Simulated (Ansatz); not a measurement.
# GaN (Fm-3m) in Ansatz: further runs, part 2 of 3

Ansatz 0.2.0. The steps go on from the part before.

### Step 3. Band structure, HSEsol

Input file input:

```
crystal:
  lattice:
    - [0.0, 2.135235, 2.135235]
    - [2.135235, 0.0, 2.135235]
    - [2.135235, 2.135235, 0.0]
  atoms:
    - { symbol: Ga, position: [0.0, 0.0, 0.0] }
    - { symbol: "N", position: [0.5, 0.5, 0.5] }
hamiltonian:
  xc:
    exchange: hjs_pbesol
    correlation: pbesol
    exx: { coeff: 0.25, omega: 0.207 }
  pseudopotentials: { kind: paw }
kpoints:
  mp_grid: { grid: [6, 6, 6] }
  band_path:
    path:
      - [[0.0, 0.0, 0.0], [0.5, 0.0, 0.5], [0.5, 0.25, 0.75], [0.375, 0.375, 0.75], [0.0, 0.0, 0.0], [0.5, 0.5, 0.5], [0.625, 0.25, 0.625], [0.5, 0.25, 0.75], [0.5, 0.5, 0.5], [0.375, 0.375, 0.75]]
      - [[0.625, 0.25, 0.625], [0.5, 0.0, 0.5]]
    npoints: 4
scf:
  occupations: { method: fermi_dirac, width: 0.05 }
  n_extra_bands: 6
output:
  forces: true
  stress: true
  eigenvalues: true
  fatbands: false
```

Potentials or basis: Ansatz PAW.

The program printed:

```text
Warning: output.stress: scf.convergence.dr2_threshold = 1e-7 eV (the SCF's general default) is looser than the 2e-10 eV advised for a printed stress (1e-10 eV for each atom of the cell: 2). What an SCF threshold leaves in a stress goes as its square root, and in the free energy as the threshold itself, and one threshold admits the most on a small cell: of the crystals measured, under no hybrid functional and no lock of the moments, on runs that ended without the residual-converged pass, on stresses that held no estimate of that error, the worst erred by over 100 MPa in a component at 1e-7 eV an atom and by under 5 at 1e-10. Set scf.convergence.dr2_threshold to 2e-10 eV or tighter. The threshold is an SCF's pass mark: one that does not reach it within its budget of iterations ends unconverged, or closes short of it on a stop that the run arms, and scf.convergence.dr2_threshold's page says what that costs each kind of run
Warning: output.stress: scf.exx.energy_threshold = 1e-6 eV is looser than the 2e-8 eV advised for a stress under a hybrid functional (1e-8 eV for each atom of the cell: 2). Every SCF of the exchange loop can meet its threshold on dr2 while the loop round them stops early: no threshold on dr2 bounds what that leaves in the stress. Set scf.exx.energy_threshold to 2e-8 eV or tighter. The threshold is the loop's pass mark: a loop that does not reach it within its budget of cycles ends unconverged, and scf.exx.energy_threshold's page has the law
scf.n_extra_bands = 6 over 9 filled bands (N_el = 18.0): the run solves 15 bands
GPUs: using 1 of 1 available (devices: 1).
Engine: ansatz 0.2.0, x86_64-unknown-linux-gnu
Pseudopotentials: kind: paw
Pseudopotential: Ga, paw, valence charge 13, recommended cutoff 420 eV (normal), Ga.paw.azcp
Pseudopotential: N, paw, valence charge 5, recommended cutoff 420 eV (normal), N.paw.azcp
Functional definition: unnamed
  parameter a_1 = 0.25
  parameter omega_1 = 0.207/angstrom
  exchange = pbe_x(mu = 0.12345679012345678) + (-a_1)*hjs_pbesol_x_sr(omega_1) + a_1*exact_x_sr(omega_1)
  correlation = pbe_c(beta = 0.046)
device memory: the entry about to start is reckoned to put 0.4 GiB on a device that reports 31.4 GiB free (of which the cap on the GPU budget leaves the run 18.0 GiB)
GPU FFT provider: cuFFT
GPU libraries: cuBLAS 13.8.2, cuFFT 12.4.0, cuSOLVER 12.3.4
Crystal: 2 atoms, lattice volume = 19.470 Å³
Basis set: ecut = 420 eV, 339 PW (Γ), exchange–correlation on 48×48×48 points (8 copies of the dense FFT grid, shifted against one another)
Bands: 15, of which v1, the nominal top of the filled ones, is band 9 counted from 1 (8 counted from 0)
Symmetry: 48 space group operations
Space group: Fm-3m (ITA 225), of the structure as read, at distance tolerance 2.7e-5 Å
k-points: 16 of 216
Non-local potential: Ga, projectors of the file, l = 0: 2, l = 1: 2, l = 2: 3, l = 3: 1
Non-local potential: N, projectors of the file, l = 0: 2, l = 1: 2, l = 2: 1
PAW form: soft (Blöchl's): semilocal exchange-correlation on the pseudo side does not see the compensation charge
PAW frozen core: Ga, regenerated for the run's functional, and the local potential with it (the file was generated under x = pbe(κ = 0.804, μ = 0.2195149727645171), c = pbe(β = 0.06672455060314922))
PAW frozen core: N, regenerated for the run's functional, and the local potential with it (the file was generated under x = pbe(κ = 0.804, μ = 0.2195149727645171), c = pbe(β = 0.06672455060314922))
PAW one-centre angular grid: Ga, 590 points (default); XC on 64 Gauss nodes
PAW one-centre angular grid: N, 110 points (default); XC on 64 Gauss nodes
Initial density: superposition of atomic densities (neutral atoms: chi_scale 0, normalization atom), corrected by the library's trained network
Initial wavefunctions: pseudopotential atomic-orbital guess
GPU buffer pool allocated for 13824 grid points (all kernels)
GPU transforms: local potential and band sums: pruned to the plane-wave sphere, on 24×24×24
Functional: x = pbesol(κ = 0.804, μ = 0.12345679012345678), c = pbesol(β = 0.046), warm-up for x = hjs_pbesol + 0.25 (exact − hjs_pbesol) at short range (ω = 0.207 Å⁻¹), c = pbesol(β = 0.046)
SCF iter   1: F=—  HF=-4121.969884 eV  |F-HF|=—  |Δ(HF+E_count)|=         —  Δρ=1.29e-2  dr2=3.09e-2  ethr=1.77e-3  ⟨swp⟩=8.5  Hψ=1075  notcnv=0
preconditioner: auto → none  [insulator: Δε(μ)=0.168 eV  Ē_g=22.143 eV  σ=0.050 eV  W_gap=0.62  n_scr=8 (ndim 8)  ℏωp=35.7 eV  f_vac=0.000  D(μ)=0.27/eV (n_scr^D=0)]
SCF iter   2: F=—  HF=-4121.963070 eV  |F-HF|=—  |Δ(HF+E_count)|=   6.81e-3  Δρ=5.71e-3  dr2=6.85e-3  ethr=1.72e-4  ⟨swp⟩=3.2  Hψ=499  notcnv=0  defer=5
iter 3 solved again at ethr=6.36e-7 eV; its pass at ethr=3.80e-5 eV (dr2=1.15e-4 eV) is discarded
SCF iter   3: F=—  HF=-4121.961461 eV  |F-HF|=—  |Δ(HF+E_count)|=   1.61e-3  Δρ=1.23e-3  dr2=1.18e-4  ethr=6.36e-7  ⟨swp⟩=3.1  Hψ=970  notcnv=0
SCF iter   4: F=—  HF=-4121.961324 eV  |F-HF|=—  |Δ(HF+E_count)|=   1.37e-4  Δρ=3.48e-4  dr2=1.47e-5  ethr=6.36e-7  ⟨swp⟩=4.0  Hψ=545  notcnv=0
SCF iter   5: F=—  HF=-4121.961321 eV  |F-HF|=—  |Δ(HF+E_count)|=   2.69e-6  Δρ=8.31e-5  dr2=6.71e-7  ethr=8.17e-8  ⟨swp⟩=3.0  Hψ=430  notcnv=0
[... 24 lines left out ...]
SCF iter   7: F=-4135.334345 eV  HF=-4135.334347 eV  |F-HF|=1.34e-6  |Δ(HF+E_count)|=   6.70e-6  Δρ=8.46e-5  dr2=1.83e-6  ethr=1.16e-7  ⟨swp⟩=2.8  Hψ=405  notcnv=0
SCF 2 stopped early in 7 iterations: F = -4135.334345 eV  dr2 = 1.83e-6
hybrid outer 1: dexx = +1.044e-2 eV, tail = 2.85e-5 eV
GPU FFT provider: cuFFT
GPU libraries: cuBLAS 13.8.2, cuFFT 12.4.0, cuSOLVER 12.3.4
GPU buffer pool allocated for 13824 grid points (all kernels)
GPU transforms: local potential and band sums: pruned to the plane-wave sphere, on 24×24×24
Exchange kernel: α = 0.2500, screened, ω = 0.2070 Å⁻¹, Wigner–Seitz truncation, v(0) = 1047.8988 eV·Å³, q-mesh 6×6×6, nearest image of the exchange supercell L = 18.12 Å, pair-density grid 12×12×12, without the augmentation charges, whose exchange is taken in its separable form by FFT convolution over the k-point mesh (sized by the pseudopotential files, 18×18×18 at the most), smooth part of the exact exchange by density-matrix convolution in up to 1.27 GiB of GPU memory as planned if the GPU has room (build and FFT work areas not counted)
Frozen-core exchange: fock
SCF iter   1: F=—  HF=-4135.334027 eV  |F-HF|=—  |Δ(HF+E_count)|=         —  Δρ=5.02e-5  dr2=3.20e-7  ethr=7.91e-7  ⟨swp⟩=3.6  Hψ=584  notcnv=0
preconditioner: auto → none  [insulator: Δε(μ)=1.505 eV  Ē_g=25.420 eV  σ=0.050 eV  W_gap=1.00  n_scr=8 (ndim 8)  ℏωp=35.7 eV  f_vac=0.000  D(μ)=0.00/eV (n_scr^D=0)]
SCF iter   2: F=—  HF=-4135.334027 eV  |F-HF|=—  |Δ(HF+E_count)|=   5.99e-7  Δρ=1.97e-5  dr2=8.13e-8  ethr=1.41e-9  ⟨swp⟩=4.1  Hψ=629  notcnv=0
SCF iter   3: F=-4135.334027 eV  HF=-4135.334027 eV  |F-HF|=9.06e-10  |Δ(HF+E_count)|=   1.04e-8  Δρ=7.00e-6  dr2=4.19e-9  ethr=3.31e-10  ⟨swp⟩=2.8  Hψ=412  notcnv=0
SCF 3 converged in 3 iterations: F = -4135.334027 eV  dr2 = 4.19e-9
  Residual-converged pass: ⟨swp⟩=3.1  Hψ=514  notcnv=0  max |occ|·‖R‖ = 2.3e-6 eV (tolerance 2.4e-6 eV)  dr2=3.99e-9  dr2_onsite=3.12e-9  max |Δocc| = 8.9e-16
hybrid outer 2: dexx = +3.085e-7 eV, tail = 2.44e-8 eV, Δε = 3.24e-3 eV (about 1.14e-4 eV left of the loop's levels)
device memory: the entry about to start is reckoned to put 0.3 GiB on a device that reports 33.2 GiB free (of which the cap on the GPU budget leaves the run 18.0 GiB)
NSCF: frozen V_eff on 42 k-points, pencils in batches of 32, up to order 68
hybrid SCF converged: 2 outer / 10 inner (+9 warm-up), last move |dexx| = 3.08e-7 eV, tail = 2.44e-8 eV
Stability not checked: this state was not tested for a lower state beside it, because the functional holds exact exchange (a hybrid, or Hartree-Fock), whose exchange loop this test does not read (fock_operator; see scf.lower_state_search)
Free energy (F): -4135.334027 eV
Frozen-core exchange: fock
Harris-Foulkes:  -4135.334027 eV  (|F-HF|=9.06e-10)
Internal energy: -4135.334027 eV  (E = F + TS)
E sigma→0 (E₀):  -4135.334027 eV
Entropy (-TS):   -0.000000 eV (-0.000 meV/atom)
Fermi energy:    12.597113 eV
--- Per-component energies (eV) ---
  E_band       = -5.063805
  E_kinetic    = 245.933327
  E_local      = -1696.938988  (includes V_loc(G=0)·N_el)
  E_nonlocal   = 479.640782
  E_hartree    = 795.825288
  E_xc         = -102.361736
  E_vxc        = -106.406983  (∫ρ·V_xc dr)
  E_exx        = -61.861306  (= α·E_x^exact, valence–valence)
  E_paw        = -2057.833661  (= ΣΔE_a)
  E_vpaw       = -395.221818  (= ΣTr[D̂ρ^β])
  E_aug_tail   = -0.000173  (compensation charges beyond the density's cutoff)
  E_ewald      = -1738.436881
  E_core_change = 0.699316  (= ΣΔE_core)
  E_smearing   = -0.000000  (= −TS)
  E_closure    = 0.000006  (closes the sum)
  Σ components = -4135.334027   (vs F -4135.334027, Δ=0.00e0)
--- Forces (eV/Å), atoms counted from 1 ---
  atom   1  Ga     0.00000000     0.00000000     0.00000000
  atom   2  N      0.00000000    -0.00000000    -0.00000000
  max |Σ_I F_I| component: 1.66e-29 eV/Å
--- Stress (GPa, compression-positive) ---
      -14.974815      -0.000000      -0.000000
       -0.000000     -14.974815      -0.000000
       -0.000000       0.000000     -14.974815
  P = ⅓ Tr σ = -14.9748 GPa (-149.748 kbar)
--- Band table (eV; the first three rows and the last of 16) ---
  k-point 0: bands = ["-6.8157", "-4.6334", "-4.6334", "-4.6334", "-4.6020", "-4.6020", "11.3058", "11.3058", "11.3058", "14.9064", "27.5867", "27.5867", "27.5867", "29.0732", "29.0878"]
  k-point 1: bands = ["-6.2649", "-4.6585", "-4.6585", "-4.6456", "-4.5820", "-4.5820", "8.6185", "11.3510", "11.3510", "16.8894", "23.8530", "25.8281", "25.8281", "28.6488", "29.5072"]
  k-point 2: bands = ["-4.9535", "-4.7554", "-4.7554", "-4.5321", "-4.4927", "-4.4927", "4.9201", "11.4899", "11.4899", "17.8235", "22.5865", "23.1432", "23.1432", "28.6667", "32.5271"]
  k-point 15: bands = ["-5.7852", "-4.7074", "-4.6126", "-4.5130", "-4.3905", "-1.0504", "5.1706", "7.2587", "7.3178", "16.5849", "22.2488", "24.5009", "24.5231", "29.5617", "34.8378"]
```

It took 46 s on 1 × NVIDIA H100 80GB HBM3 with 2 threads of AMD EPYC 7R13 (Zen 3), shared host; peak memory 1.6 GiB.

Results:

* Free energy: -4135.3340 eV
* Pressure: -15.0 GPa
* Band gap on the k mesh: 1.50 eV, indirect (least direct gap 3.60 eV)
* Band gap along the path: 1.52 eV, indirect (least direct gap 3.60 eV)

Levels at the corners of the path, in eV from the valence-band top:
| point | band 6 | band 7 | band 8 | band 9 | band 10 | band 11 | band 12 | band 13 |
| --- | --- | --- | --- | --- | --- | --- | --- | --- |
| Γ | -16.40 | -0.49 | -0.49 | -0.49 | 3.11 | 15.79 | 15.79 | 15.79 |
| X | -12.70 | -7.51 | -3.18 | -3.18 | 1.52 | 8.80 | 13.57 | 16.13 |
| W | -12.90 | -5.65 | -5.65 | -4.77 | 6.26 | 11.14 | 11.72 | 11.72 |
| K | -13.08 | -6.51 | -6.02 | -2.23 | 4.20 | 10.24 | 12.72 | 14.02 |
| Γ | -16.40 | -0.49 | -0.49 | -0.49 | 3.11 | 15.79 | 15.79 | 15.79 |
| L | -15.42 | -8.82 | -0.21 | -0.21 | 5.71 | 10.30 | 10.30 | 11.00 |
| U | -13.08 | -6.51 | -6.02 | -2.23 | 4.20 | 10.24 | 12.72 | 14.02 |
| W | -12.90 | -5.65 | -5.65 | -4.77 | 6.26 | 11.14 | 11.72 | 11.72 |
| L | -15.42 | -8.82 | -0.21 | -0.21 | 5.71 | 10.30 | 10.30 | 11.00 |
| K | -13.08 | -6.51 | -6.02 | -2.23 | 4.20 | 10.24 | 12.72 | 14.02 |
| U | -13.08 | -6.51 | -6.02 | -2.23 | 4.20 | 10.24 | 12.72 | 14.02 |
| X | -12.70 | -7.51 | -3.18 | -3.18 | 1.52 | 8.80 | 13.57 | 16.13 |

Caveat: the k mesh is coarse (spacing up to 0.42 Å⁻¹), so the values aren't converged, least of all with exact exchange; the pressure holds a Pulay correction of +0.6 GPa for the finite cutoff; the PAW data sets come from PBE, with cores solved anew for the run's functional, which leaves a small shift of forces and pressure; the thresholds are loose for stress.

### Step 4. Band structure, r2SCAN0

Edit input of step 3 so:

```diff
@@ -9,6 +9,3 @@
 hamiltonian:
-  xc:
-    exchange: hjs_pbesol
-    correlation: pbesol
-    exx: { coeff: 0.25, omega: 0.207 }
+  xc: r2scan0
   pseudopotentials: { kind: paw }
@@ -29 +26,5 @@
   fatbands: false
+  write_density: true
+  write_potential: true
+  elf: true
+  volumetric_format: npy
```

Run time: 39 s. Hardware: 1 × NVIDIA H100 80GB HBM3 with 2 threads of AMD EPYC 7R13 (Zen 3), shared host; peak memory 1.9 GiB.

It converged, with:

```
Free energy             : -4174.0085 eV
Pressure                : -14.7 GPa
Band gap on the k mesh  : 2.69 eV, indirect (least direct gap 4.70 eV)
Band gap along the path : 2.70 eV, indirect (least direct gap 4.70 eV)
```

Levels at the corners of the path, in eV from the valence-band top:
```
point  band 6  band 7  band 8  band 9  band 10  band 11  band 12  band 13
    Γ  -16.81   -0.48   -0.48   -0.48     4.22    17.11    17.11    17.11
    X  -13.22   -7.55   -3.20   -3.20     2.70    10.08    15.14    17.75
    W  -13.44   -5.69   -5.69   -4.72     7.47    12.54    13.15    13.15
    K  -13.61   -6.55   -6.02   -2.24     5.41    11.59    14.22    15.52
    Γ  -16.81   -0.48   -0.48   -0.48     4.22    17.11    17.11    17.11
    L  -16.01   -8.85   -0.22   -0.22     6.97    11.64    11.64    12.44
    U  -13.61   -6.55   -6.02   -2.24     5.41    11.59    14.22    15.52
    W  -13.44   -5.69   -5.69   -4.72     7.47    12.54    13.15    13.15
    L  -16.01   -8.85   -0.22   -0.22     6.97    11.64    11.64    12.44
    K  -13.61   -6.55   -6.02   -2.24     5.41    11.59    14.22    15.52
    U  -13.61   -6.55   -6.02   -2.24     5.41    11.59    14.22    15.52
    X  -13.22   -7.55   -3.20   -3.20     2.70    10.08    15.14    17.75
```

Caveat: the k mesh is coarse (spacing up to 0.42 Å⁻¹), so the values aren't converged, least of all with exact exchange; the PAW data sets come from PBE, with cores solved anew for the run's functional, which leaves a small shift of forces and pressure; the thresholds are loose for stress.

### Step 5. Band structure, r2SCANh

Edit input of step 4 so:

```diff
@@ -9,3 +9,3 @@
 hamiltonian:
-  xc: r2scan0
+  xc: r2scanh
   pseudopotentials: { kind: paw }
```

Wall time 44 s (1 × NVIDIA H100 80GB HBM3 with 2 threads of AMD EPYC 7R13 (Zen 3), shared host); peak memory 1.9 GiB.

It converged, with:

```yaml
Free_energy: -4174.8339 eV
Pressure: -11.1 GPa
Band_gap_on_the_k_mesh: 1.60 eV, indirect (least direct gap 3.59 eV)
Band_gap_along_the_path: 1.61 eV, indirect (least direct gap 3.59 eV)
```

Levels at the corners of the path, in eV from the valence-band top:
```tsv
point	band 7	band 8	band 9	band 10	band 11	band 12
Γ	-0.48	-0.48	-0.48	3.11	15.93	15.93
X	-7.22	-3.08	-3.08	1.61	9.08	13.69
W	-5.44	-5.44	-4.60	6.24	11.24	11.88
K	-6.25	-5.80	-2.15	4.27	10.38	12.84
Γ	-0.48	-0.48	-0.48	3.11	15.93	15.93
L	-8.47	-0.20	-0.20	5.91	10.43	10.43
U	-6.25	-5.80	-2.15	4.27	10.38	12.84
W	-5.44	-5.44	-4.60	6.24	11.24	11.88
L	-8.47	-0.20	-0.20	5.91	10.43	10.43
K	-6.25	-5.80	-2.15	4.27	10.38	12.84
U	-6.25	-5.80	-2.15	4.27	10.38	12.84
X	-7.22	-3.08	-3.08	1.61	9.08	13.69
```

Caveat: the k mesh is coarse (spacing up to 0.42 Å⁻¹), so the values aren't converged, least of all with exact exchange; the PAW data sets come from PBE, with cores solved anew for the run's functional, which leaves a small shift of forces and pressure; the thresholds are loose for stress.

[end of part 2 of 3]
